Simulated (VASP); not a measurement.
Set up this calculation in VASP 6.6.1, as the native input.

```
Task                               : band structure
Functional                         : PBE0
Potentials or basis                : VASP PAW PBE potentials, release 64 (In_d, P)
Cutoff                             : 520 eV
k mesh                             : 6 × 6 × 6
Occupations                        : gaussian, width 0.02 eV
Spin                               : no spin polarisation
Grid for exact exchange (PRECFOCK) : Fast
Exchange at q = 0                  : truncated
Further INCAR settings             : ALGO = Normal; EDIFF = 1e-06
```

Crystal: InP.

```
CELL_PARAMETERS angstrom
0.00000 2.97933 2.97933
2.97933 0.00000 2.97933
2.97933 2.97933 0.00000
ATOMIC_POSITIONS crystal
In 0.00000 0.00000 0.00000
P 0.25000 0.25000 0.25000
```

The cell was built by a generator and needn't be a form met in nature.

One way to write it, as run:

POSCAR

```
InP                                     
1.0
   -0.0000000000      2.9793322282      2.9793322282
    2.9793322282     -0.0000000000      2.9793322282
    2.9793322282      2.9793322282      0.0000000000
  In              P             
     1     1
Direct
     0.0000000000000000    0.0000000000000000    0.0000000000000000
     0.2500000000000000    0.2500000000000000    0.2500000000000000
```

INCAR.step1

```
SYSTEM = InP
ALGO = Normal
EDIFF = 1E-5
ENCUT = 520
GGA = PE
ISIF = 2
ISMEAR = 0
LASPH = .TRUE.
LCHARG = .FALSE.
LREAL = .FALSE.
LWAVE = .TRUE.
NELM = 60
PREC = Accurate
SIGMA = 0.02
```

INCAR.step2

```
SYSTEM = InP
AEXX = 0.25
ALGO = Normal
EDIFF = 1E-6
ENCUT = 520
GGA = PE
HFRCUT = -1
ISIF = 2
ISMEAR = 0
ISTART = 1
LASPH = .TRUE.
LCHARG = .FALSE.
LHFCALC = .TRUE.
LREAL = .FALSE.
LWAVE = .FALSE.
NELM = 60
PREC = Accurate
PRECFOCK = Fast
SIGMA = 0.02
```

KPOINTS

```
k-points
0
G
  6 6 6
  0 0 0
```

KPOINTS_OPT

```
path GXWKGLUWLK,UX
8
line-mode
reciprocal
 0.0000000000  0.0000000000  0.0000000000  G
 0.5000000000  0.0000000000  0.5000000000  X

 0.5000000000  0.0000000000  0.5000000000  X
 0.5000000000  0.2500000000  0.7500000000  W

 0.5000000000  0.2500000000  0.7500000000  W
 0.3750000000  0.3750000000  0.7500000000  K

 0.3750000000  0.3750000000  0.7500000000  K
 0.0000000000  0.0000000000  0.0000000000  G

 0.0000000000  0.0000000000  0.0000000000  G
 0.5000000000  0.5000000000  0.5000000000  L

 0.5000000000  0.5000000000  0.5000000000  L
 0.6250000000  0.2500000000  0.6250000000  U

 0.6250000000  0.2500000000  0.6250000000  U
 0.5000000000  0.2500000000  0.7500000000  W

 0.5000000000  0.2500000000  0.7500000000  W
 0.5000000000  0.5000000000  0.5000000000  L

 0.5000000000  0.5000000000  0.5000000000  L
 0.3750000000  0.3750000000  0.7500000000  K

 0.6250000000  0.2500000000  0.6250000000  U
 0.5000000000  0.0000000000  0.5000000000  X
```

Potentials or basis: VASP PAW PBE potentials, release 64 (In_d, P).

Run with:

```bash
$ cat potpaw_PBE.64/In_d/POTCAR potpaw_PBE.64/P/POTCAR > POTCAR
$ cp INCAR.step1 INCAR
$ mpirun -np 1 vasp_std > vasp.out
$ cp INCAR.step2 INCAR
$ mpirun -np 1 vasp_std > vasp.out
```

Results of the run:

The pressure is -2.3 GPa, the band gap on the k mesh is 1.80 eV, direct and the band gap along the path is 1.80 eV, direct.

Caveat: the PAW data sets were made with another functional, which shifts forces and pressure a little; spin-orbit coupling is left out, which moves the levels of the heavy elements.

Run time: 47 min on 1 thread of Intel(R) Xeon(R) 6975P-C (Granite Rapids), with other jobs on the host, peak memory 0.24 GiB.
